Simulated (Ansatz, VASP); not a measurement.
## SiC: VASP beside Ansatz

One calculation is typed for both programs; each brings its own data sets. How far apart do they land? The structure shown is the end of the Ansatz relaxation below.

Program: Ansatz 0.2.0. Level of theory: plane waves, with VASP 6.6.1 beside it; single point at PBEsol. Results are calculated unless marked as measured.

### 1. The starting structure

The structure is cubic, space group F-43m (No. 216). Conventional cell: a = 4.357 Å, b = 4.357 Å, c = 4.357 Å, α = 90.00°, β = 90.00°, γ = 90.00°. Nearest to Si lie 4 C at 1.89 Å. C has 4 Si at 1.89 Å nearest. Farther neighbours are not listed.

Structure file:

```cif
data_structure
_symmetry_space_group_name_H-M 'P 1'
_symmetry_Int_Tables_number 1
_cell_length_a 3.0807
_cell_length_b 3.0807
_cell_length_c 4.3568
_cell_angle_alpha 90.000
_cell_angle_beta 90.000
_cell_angle_gamma 90.000
_cell_volume 41.35
loop_
_atom_site_label
_atom_site_type_symbol
_atom_site_fract_x
_atom_site_fract_y
_atom_site_fract_z
_atom_site_occupancy
Si1 Si 0.00000 0.00000 0.00000 1
Si2 Si 0.50000 0.50000 0.50000 1
C3 C 0.50000 0.00000 0.75000 1
C4 C 0.00000 0.50000 0.25000 1
```

### 2. Ansatz: relaxation, PBEsol

Ansatz runs on its PAW soft_1 files.

This run makes the geometry at which the two programs are then compared.

input.yaml

```yaml
crystal:
  lattice:
    - [3.080698, 0.0, 0.0]
    - [0.0, 3.080698, 0.0]
    - [0.0, 0.0, 4.356765]
  atoms:
    - { symbol: Si, position: [0.0, 0.0, 0.0] }
    - { symbol: Si, position: [0.5, 0.5, 0.5] }
    - { symbol: C, position: [0.5, 0.0, 0.75] }
    - { symbol: C, position: [1.0, 0.5, 0.25] }
kpoints:
  mp_grid: { grid: [9, 9, 6] }
scf:
  occupations: { method: fermi_dirac, width: 0.02 }
hamiltonian:
  xc: pbesol
  pseudopotentials: { kind: paw, azcp: { folder: soft_1 }, xc_functional: pbe }
basis:
  ecutwfc: 600
output:
  forces: true
  stress: true
relax:
  f_tol: 0.005
  max_steps: 70
  cell: { stress_tol: 0.02, p_target: 0, fix: [a, b, alpha, beta, gamma] }
```

Command:

```sh
$ ansatz run input.yaml --threads 8 --pin off --max-ram 18432MiB --backend cpu --events-out ev --progress --plain --runs-dir out
```

Numbers of over 12 decimals in the logs are rounded to 6 here.

Log:

```text
Engine: ansatz 0.2.0, aarch64-unknown-linux-gnu
Pseudopotentials: kind: paw
Pseudopotential: Si, paw, valence charge 4, recommended cutoff 420 eV (normal), soft_1/Si.paw.azcp
Pseudopotential: C, paw, valence charge 4, recommended cutoff 420 eV (normal), soft_1/C.paw.azcp
Functional definition: PBEsol
  exchange = pbesol_x
  correlation = pbesol_c
Crystal: 4 atoms, lattice volume = 41.349 Å³
Basis set: ecut = 600 eV, 1393 PW (Γ), exchange–correlation on 50×50×72 points (8 copies of the dense FFT grid, shifted against one another)
Bands: 12, of which v1, the nominal top of the filled ones, is band 8 counted from 1 (7 counted from 0)
Symmetry: 16 space group operations
Space group: F-43m (ITA 216), of the structure as read, at distance tolerance 3.5e-5 Å
k-points: 60 of 486 (time reversal used)
Non-local potential: Si, projectors of the file, l = 0: 2, l = 1: 2, l = 2: 1
Non-local potential: C, projectors of the file, l = 0: 2, l = 1: 2, l = 2: 1
PAW form: soft (Blöchl's): semilocal exchange-correlation on the pseudo side does not see the compensation charge
PAW frozen core: Si, regenerated for the run's functional, and the local potential with it (the file was generated under x = pbe(κ = 0.804, μ = 0.219515), c = pbe(β = 0.066725))
PAW frozen core: C, regenerated for the run's functional, and the local potential with it (the file was generated under x = pbe(κ = 0.804, μ = 0.219515), c = pbe(β = 0.066725))
PAW one-centre angular grid: Si, 110 points (default); XC on 64 Gauss nodes
PAW one-centre angular grid: C, 110 points (default); XC on 64 Gauss nodes
Initial density: superposition of atomic densities (chi_scale 0.1, normalization cell, long waves kept (reshape's long-wave potential 0.00 eV rms))
Initial wavefunctions: pseudopotential atomic-orbital guess
Functional: x = pbesol(κ = 0.804, μ = 0.123457), c = pbesol(β = 0.046)
SCF iter   1: F=—  HF=-1740.286100 eV  |F-HF|=—  |Δ(HF+E_count)|=         —  Δρ=1.33e-1  dr2=8.98e0  ethr=3.10e-3  ⟨swp⟩=6.1  Hψ=5162  notcnv=0
preconditioner: auto → none  [insulator: Δε(μ)=3.150 eV  Ē_g=12.743 eV  σ=0.020 eV  W_gap=1.00  n_scr=6 (ndim 8)  ℏωp=23.1 eV  f_vac=0.000  D(μ)=0.00/eV (n_scr^D=0)  ε∞_Penn≈4.3]
SCF iter   2: F=—  HF=-1737.590405 eV  |F-HF|=—  |Δ(HF+E_count)|=    2.70e0  Δρ=4.76e-2  dr2=5.77e-1  ethr=3.10e-3  ⟨swp⟩=4.0  Hψ=2328  notcnv=0
SCF iter   3: F=—  HF=-1737.434640 eV  |F-HF|=—  |Δ(HF+E_count)|=   1.56e-1  Δρ=1.88e-2  dr2=7.38e-2  ethr=3.10e-3  ⟨swp⟩=2.5  Hψ=1597  notcnv=0
SCF iter   4: F=—  HF=-1737.423037 eV  |F-HF|=—  |Δ(HF+E_count)|=   1.16e-2  Δρ=1.40e-3  dr2=5.00e-4  ethr=4.61e-4  ⟨swp⟩=2.0  Hψ=957  notcnv=0
SCF iter   5: F=—  HF=-1737.423227 eV  |F-HF|=—  |Δ(HF+E_count)|=   1.89e-4  Δρ=2.05e-4  dr2=6.09e-6  ethr=3.13e-6  ⟨swp⟩=2.4  Hψ=1202  notcnv=0
SCF iter   6: F=—  HF=-1737.423242 eV  |F-HF|=—  |Δ(HF+E_count)|=   1.60e-5  Δρ=7.49e-5  dr2=1.12e-6  ethr=3.81e-8  ⟨swp⟩=2.0  Hψ=1190  notcnv=0
SCF iter   7: F=-1737.423242 eV  HF=-1737.423242 eV  |F-HF|=1.62e-8  |Δ(HF+E_count)|=   3.35e-7  Δρ=1.51e-5  dr2=4.33e-8  ethr=6.25e-10  ⟨swp⟩=3.0  Hψ=2966  notcnv=0
SCF 1 converged in 7 iterations: F = -1737.423242 eV  dr2 = 4.33e-8
  greatest PAW one-centre occupation: 0.645 electrons in one spin orbital (limit 2), on the C atom at site 3 (counted from 0), in its partial waves of l = 0
relax step   1: F+E_penalty+E_count = -1737.42324213 eV  Δ(F+E_penalty+E_count) = +0.000e0 eV  max|allowed force component| = 2.515e-16 eV/Å  Δτ_max = 0.0000 Å  P = +0.003 GPa  Ω = 41.349 Å³  fix = [a, b, alpha, beta, gamma]  reactions: a +0.007, b +0.007 GPa  (7 SCF iters, dr2 threshold 1.00e-7 eV, accepted)
Initial density: handed on by an earlier stage of this run
Initial wavefunctions: pseudopotential atomic-orbital guess (no wavefunctions were taken with the density)
iter 1 solved again at ethr=6.14e-8 eV; its pass at ethr=3.10e-3 eV (dr2=9.82e-6 eV) is discarded
SCF iter   1: F=—  HF=-1737.423232 eV  |F-HF|=—  |Δ(HF+E_count)|=         —  Δρ=1.50e-5  dr2=4.22e-8  ethr=6.14e-8  ⟨swp⟩=3.6  Hψ=7735  notcnv=0
preconditioner: auto → none  [insulator: Δε(μ)=1.243 eV  Ē_g=11.919 eV  σ=0.020 eV  W_gap=1.00  n_scr=6 (ndim 8)  ℏωp=23.1 eV  f_vac=0.000  D(μ)=0.00/eV (n_scr^D=0)  ε∞_Penn≈4.8]
SCF iter   2: F=—  HF=-1737.423242 eV  |F-HF|=—  |Δ(HF+E_count)|=   9.83e-6  Δρ=6.61e-6  dr2=7.70e-9  ethr=2.64e-10  ⟨swp⟩=2.4  Hψ=1204  notcnv=0
SCF iter   3: F=—  HF=-1737.423242 eV  |F-HF|=—  |Δ(HF+E_count)|=   1.74e-9  Δρ=9.91e-7  dr2=3.38e-10  ethr=4.81e-11  ⟨swp⟩=2.0  Hψ=1098  notcnv=0
SCF iter   4: F=—  HF=-1737.423242 eV  |F-HF|=—  |Δ(HF+E_count)|=  9.41e-11  Δρ=2.07e-7  dr2=1.31e-11  ethr=2.11e-12  ⟨swp⟩=2.0  Hψ=1146  notcnv=0
SCF iter   5: F=-1737.423242 eV  HF=-1737.423242 eV  |F-HF|=4.55e-13  |Δ(HF+E_count)|=  2.05e-12  Δρ=4.02e-8  dr2=4.21e-13  ethr=1.00e-12  ⟨swp⟩=5.1  Hψ=2852  notcnv=0
SCF 2 converged in 5 iterations: F = -1737.423242 eV  dr2 = 4.21e-13
relax step   2: F+E_penalty+E_count = -1737.42324214 eV  Δ(F+E_penalty+E_count) = -3.769e-9 eV  max|allowed force component| = 2.446e-16 eV/Å  Δτ_max = 0.0000 Å  P = +0.003 GPa  Ω = 41.349 Å³  fix = [a, b, alpha, beta, gamma]  reactions: a +0.007, b +0.007 GPa  stress off target by 4.39e-3 GPa on what of the cell is left free  SCF on the basis re-selected at this cell (its energy is not comparable with the rows above)  (5 SCF iters)
basis re-selected at this cell: Δ(F+E_penalty+E_count) = -3.769e-9 eV, ΔP = +0.000 GPa vs the last step (what re-selecting the basis moved, of the pressure what is left beyond the Pulay correction that the steps carried, after the strain that the cell walked since its last selection, with what the two solves' SCF thresholds leave and, on support functions, any second-order correction that the steps lacked; it is no m [...]
SCF converged after 5 iterations
Free energy (F): -1737.423242 eV
Harris-Foulkes:  -1737.423242 eV  (|F-HF|=4.55e-13)
Internal energy: -1737.423242 eV  (E = F + TS)
E sigma→0 (E₀):  -1737.423242 eV
Fermi energy:    10.068143 eV
--- Per-component energies (eV) ---
  E_band       = 56.251521
  E_kinetic    = 265.825851
  E_local      = -189.629308  (includes V_loc(G=0)·N_el)
  E_nonlocal   = 90.792412
  E_hartree    = 62.597194
  E_xc         = -209.578025
  E_vxc        = -216.975985  (∫ρ·V_xc dr)
  E_paw        = -1187.807689  (= ΣΔE_a)
  E_vpaw       = -18.955867  (= ΣTr[D̂ρ^β])
  E_aug_tail   = 0.000023  (compensation charges beyond the density's cutoff)
  E_ewald      = -569.729023
  E_core_change = 0.105322  (= ΣΔE_core)
  E_smearing   = -0.000000  (= −TS)
  E_closure    = -0.000000  (closes the sum)
  Σ components = -1737.423242   (vs F -1737.423242, Δ=0.00e0)
--- Forces (eV/Å), atoms counted from 1 ---
  atom   1  Si    -0.00000000     0.00000000     0.00000000
  atom   2  Si    -0.00000000     0.00000000     0.00000000
  atom   3  C      0.00000000    -0.00000000    -0.00000000
  atom   4  C      0.00000000    -0.00000000    -0.00000000
  max |Σ_I F_I| component: 1.73e-16 eV/Å
--- Stress (GPa, compression-positive) ---
        0.007323       0.000000       0.000000
        0.000000       0.007323       0.000000
        0.000000       0.000000      -0.004390
  P = ⅓ Tr σ = 0.0034 GPa (0.034 kbar)
--- Relaxed structure (1 steps of the walk, 1 accepted, 1 SCFs on fresh bases) ---
  F+E_penalty+E_count = -1737.42324214 eV   max|allowed force component| = 2.446e-16 eV/Å   (the final SCF, on the basis selected at the relaxed cell)
  cell:  # Å, volume = 41.3488 Å³
    - [3.080698, 0.0, 0.0]
    - [0.0, 3.080698, 0.0]
    - [0.0, 0.0, 4.356765]
  atoms:
    - { symbol: Si, position: [0.0, 0.0, 0.0] }
    - { symbol: Si, position: [0.500000, 0.500000, 0.5] }
    - { symbol: C, position: [0.500000, 0.0, 0.75] }
    - { symbol: C, position: [1.000000, 0.500000, 0.25] }
```

Reading the cycles: dr2 is the Hartree energy of the density residual (eV), the measure of convergence; HF is the Harris–Foulkes estimate of the energy, which meets the free energy F at convergence.

### 3. VASP: single point, PBEsol, pair 1

The same cell, functional, mesh and smearing now go to VASP, with its own data sets.

Lines of VASP's logs that name or quote its potential files are left out, and so is its time.

INCAR

```
SYSTEM = SiC
PREC = Accurate
ENCUT = 600
EDIFF = 1E-06
NELM = 120
ISMEAR = -1
SIGMA = 0.02
LREAL = .FALSE.
ALGO = Normal
GGA = PS
NBANDS = 14
LORBIT = 11
LWAVE = .FALSE.
LCHARG = .FALSE.
ISIF = 2
LASPH = .TRUE.
GGA_COMPAT = .FALSE.
EFERMI = MIDGAP
```

POSCAR

```
SiC
1.0
    3.0806980000      0.0000000000      0.0000000000
    0.0000000000      3.0806980000      0.0000000000
    0.0000000000      0.0000000000      4.3567650000
Si C
2 2
Direct
    0.0000000000      0.0000000000      0.0000000000
    0.5000000000      0.5000000000      0.5000000000
    0.5000000000      0.0000000000      0.7500000000
    0.0000000000      0.5000000000      0.2500000000
```

KPOINTS

```
Automatic mesh
0
Gamma
9 9 6
0 0 0
```

PAW data sets: Si and C (PBE family, release 64).

Command:

```sh
$ mpirun -np 1 vasp_std
```

Log:

```text
[banner, memory and clock lines left out]
running    1 mpi-ranks, on    1 nodes
 distrk:  each k-point on    1 cores,    1 groups
 distr:  one band on    1 cores,    1 groups

 POSCAR found type information on POSCAR SiC
 POSCAR found :  2 types and       4 ions
|                                                                             |
|               ----> ADVICE to this user running VASP <----                  |
|                                                                             |
|     You enforced a specific xc type in the INCAR file but a different       |
|     [... a line on the potential file left out ...]
|     I HOPE YOU KNOW WHAT YOU ARE DOING!                                     |
|                                                                             |

 LDA part: xc-table for (Slater+PW92), standard interpolation
 POSCAR, INCAR and KPOINTS ok, starting setup
 FFT: planning ... GRIDC
 FFT: planning ... GRID_SOFT
 FFT: planning ... GRID
 WAVECAR not read
 entering main loop
       N       E                     dE             d eps       ncg     rms          rms(c)
DAV:   1     0.317108287026E+02    0.31711E+02   -0.78026E+03  1680   0.112E+03
DAV:   2    -0.322787157871E+02   -0.63990E+02   -0.57708E+02  2362   0.178E+02
DAV:   3    -0.353998385542E+02   -0.31211E+01   -0.31029E+01  2238   0.370E+01
DAV:   4    -0.354300795525E+02   -0.30241E-01   -0.30230E-01  1956   0.434E+00
DAV:   5    -0.354304746021E+02   -0.39505E-03   -0.39499E-03  2256   0.467E-01    0.124E+01
DAV:   6    -0.319718570411E+02    0.34586E+01   -0.81249E+00  2136   0.171E+01    0.567E+00
DAV:   7    -0.318627151674E+02    0.10914E+00   -0.98247E-01  2190   0.606E+00    0.240E+00
DAV:   8    -0.318347756541E+02    0.27940E-01   -0.56315E-02  1938   0.154E+00    0.526E-01
DAV:   9    -0.318320746846E+02    0.27010E-02   -0.67995E-03  2094   0.555E-01    0.119E-01
DAV:  10    -0.318321851669E+02   -0.11048E-03   -0.53932E-04  2034   0.155E-01    0.557E-02
DAV:  11    -0.318321866603E+02   -0.14933E-05   -0.41059E-05  2142   0.490E-02    0.121E-02
DAV:  12    -0.318321872011E+02   -0.54082E-06   -0.24804E-06  1918   0.111E-02
   1 F= -.31832187E+02 E0= -.31832187E+02  d E =-.622355E-15
```

OUTCAR, selected parts (step 3):

```text
ion  position               nearest neighbor table
   1  0.000  0.000  0.000-   3 1.89   4 1.89   4 1.89   3 1.89   2 3.08   2 3.08   2 3.08   2 3.08
                             2 3.08   2 3.08   2 3.08   2 3.08
   2  0.500  0.500  0.500-   3 1.89   4 1.89   3 1.89   4 1.89   1 3.08   1 3.08   1 3.08   1 3.08
                             1 3.08   1 3.08   1 3.08   1 3.08
   3  0.500  0.000  0.750-   1 1.89   2 1.89   2 1.89   1 1.89
   4  0.000  0.500  0.250-   1 1.89   2 1.89   1 1.89   2 1.89

  LATTYP: Found a simple tetragonal cell.
 ALAT       =     3.0806980000
 C/A-ratio  =     1.4142135970

 Subroutine GETGRP returns: Found  8 space group operations
 (whereof  8 operations were pure point group operations)

The static configuration has the point symmetry D_2d.

 Found     60 irreducible k-points:

   k-points           NKPTS =     60   k-points in BZ     NKDIM =     60   number of bands    NBANDS=     14

   dimension x,y,z NGX =    28 NGY =   28 NGZ =   36
   dimension x,y,z NGXF=    56 NGYF=   56 NGZF=   72

   ENCUT  =  600.0 eV  44.10 Ry    6.64 a.u.   6.15  6.15  8.70*2*pi/ulx,y,z

   NELECT =      16.0000    total number of electrons

 k-points in reciprocal lattice and weights: Automatic mesh
   0.00000000  0.00000000  0.00000000       0.002
   0.11111111  0.00000000  0.00000000       0.008
   0.22222222  0.00000000  0.00000000       0.008
   0.33333333  0.00000000  0.00000000       0.008
   0.44444444  0.00000000  0.00000000       0.008
   0.11111111  0.11111111  0.00000000       0.008
   0.22222222  0.11111111  0.00000000       0.016
   0.33333333  0.11111111  0.00000000       0.016
   0.44444444  0.11111111  0.00000000       0.016
[...]
0.44444444  0.33333333  0.50000000       0.016
   0.44444444  0.44444444  0.50000000       0.008

 average (electrostatic) potential at core
       1 -80.1050       2 -80.1050       3 -44.9460       4 -44.9460

 E-fermi :   8.6822

 k-point     1 :       0.0000    0.0000    0.0000
  band No.  band energies     occupation
    ...
      4       4.8543      2.00000
      5       4.8543      2.00000
      6       8.0655      2.00000
      7       8.0656      2.00000
      8       8.0656      2.00000
      9       9.2989      0.00000
     10      12.2679      0.00000
     11      14.2622      0.00000
     12      15.3143      0.00000
     13      15.3144      0.00000
    ...

 k-point     2 :       0.1111    0.0000    0.0000
  band No.  band energies     occupation
    ...
      4       3.9713      2.00000
      5       4.9760      2.00000
      6       7.3209      2.00000
      7       7.7384      2.00000
      8       8.0492      2.00000
      9       9.9312      0.00000
     10      13.0560      0.00000
     11      14.5856      0.00000
     12      15.2687      0.00000
     13      15.4150      0.00000
    ...

 k-point     3 :       0.2222    0.0000    0.0000
  band No.  band energies     occupation
    ...
      4       2.6569      2.00000
      5       5.3297      2.00000
      6       5.7766      2.00000
      7       6.8399      2.00000
      8       7.9568      2.00000
      9      10.8342      0.00000
     10      14.9797      0.00000
     11      15.1511      0.00000
     12      15.2967      0.00000
     13      15.6876      0.00000
    ...

  Total        0.0598534      0.0598534      0.0568559      0.0000000     -0.0000000      0.0000000
  in kB        2.3191944      2.3191944      2.2030466      0.0000000     -0.0000000      0.0000000
  external PRESSURE =       2.2804785 kB  Pullay stress =       0.0000000 kB

  energy-cutoff  :      600.00
  volume of cell :       41.35
      direct lattice vectors                 reciprocal lattice vectors
     3.080698000  0.000000000  0.000000000     0.324601762  0.000000000  0.000000000
     0.000000000  3.080698000  0.000000000     0.000000000  0.324601762  0.000000000
     0.000000000  0.000000000  4.356765000     0.000000000  0.000000000  0.229528102

 POSITION                                       TOTAL-FORCE (eV/Angst)
 -----------------------------------------------------------------------------------
      0.00000      0.00000      0.00000         0.000000     -0.000000      0.000000
      1.54035      1.54035      2.17838        -0.000000      0.000000      0.000000
      1.54035      0.00000      3.26757        -0.000000      0.000000      0.000000
      0.00000      1.54035      1.08919        -0.000000      0.000000     -0.000000
 -----------------------------------------------------------------------------------
    total drift:                                0.000000     -0.000000     -0.000000

  FREE ENERGIE OF THE ION-ELECTRON SYSTEM (eV)
  ---------------------------------------------------
  free  energy   TOTEN  =       -31.8321872011 eV

  energy  without entropy=      -31.8321872011  energy(sigma->0) =      -31.83218720

 total charge
# of ion       s       p       d       tot
------------------------------------------
    1        0.709   0.974   0.000   1.682
    2        0.709   0.974   0.000   1.682
    3        0.831   1.701   0.000   2.532
    4        0.831   1.701   0.000   2.532
--------------------------------------------------
tot          3.080   5.349   0.000   8.428

[... 3 further parts left out ...]
```

The run ends at a pressure of 0.23 GPa.

### 4. Comparison

Known differences besides the potentials themselves: Ansatz makes its cores anew for this functional, VASP keeps those of its PBE data sets; Ansatz's pressure holds a Pulay correction, VASP's none. Total energies have different zeros and are not compared.

The two programs side by side:

```
              quantity  Ansatz   VASP  difference
        pressure (GPa)    0.00   0.23       -0.22
gap on the k mesh (eV)   1.243  1.233      +0.010
```

A gap on the mesh is an upper bound, since the band edges may lie between its points.

### 5. Ansatz: relaxation, PBEsol

This run makes the geometry at which the two programs are then compared. The cell compared in this pair holds 40.26 Å³, against 41.35 Å³ for the pair before.

The structure compared here is the end of the Ansatz relaxation.

Edit input.yaml of step 2 so:

```diff
@@ -2,5 +2,5 @@
   lattice:
-    - [3.080698, 0.0, 0.0]
-    - [0.0, 3.080698, 0.0]
-    - [0.0, 0.0, 4.356765]
+    - [3.01908404, 0.0, 0.0]
+    - [0.0, 3.01908404, 0.0]
+    - [0.0, 0.0, 4.40904618]
   atoms:
```

Command:

```sh
$ ansatz run input.yaml --threads 8 --pin off --max-ram 18432MiB --backend cpu --events-out ev --progress --plain --runs-dir out
```

Log:

```text
[...]
Crystal: 4 atoms, lattice volume = 40.188 Å³
Basis set: ecut = 600 eV, 1321 PW (Γ), exchange–correlation on 50×50×72 points (8 copies of the dense FFT grid, shifted against one another)
Bands: 12, of which v1, the nominal top of the filled ones, is band 8 counted from 1 (7 counted from 0)
Symmetry: 16 space group operations
[...]
k-points: 60 of 486 (time reversal used)
[...]
-0.000000      -0.000000      -0.002956
  P = ⅓ Tr σ = 6.1617 GPa (61.617 kbar)
--- Relaxed structure (3 steps of the walk, 3 accepted, 1 SCFs on fresh bases) ---
[...]
cell:  # Å, volume = 40.2583 Å³
    - [3.01908404, 0, 0]
    - [0, 3.01908404, 0]
    - [0, 0, 4.416773]
  atoms:
    - { symbol: Si, position: [0, 0, 0] }
    - { symbol: Si, position: [0.5, 0.5, 0.5] }
    - { symbol: C, position: [0.5, 0, 0.750000] }
    - { symbol: C, position: [1.0, 0.5, 0.25] }
[key lines of the parts left out:]
SCF converged after 5 iterations
Free energy (F): -1737.376769 eV
Fermi energy:    10.458662 eV
```

[end of part 1 of 2]

[Lines on the potential files, build, host, timing and source positions are cut from VASP's logs without a mark.]

[Logs are printed without paths, hosts, clocks, repeated set-up lines and the standing remarks that a program may print on its own settings, such as how far it seeks lower states.]

[Hosts, paths, dates, database ids (printed as entryN), source tags and the programs' standing remarks are cut or masked in the printed files.]
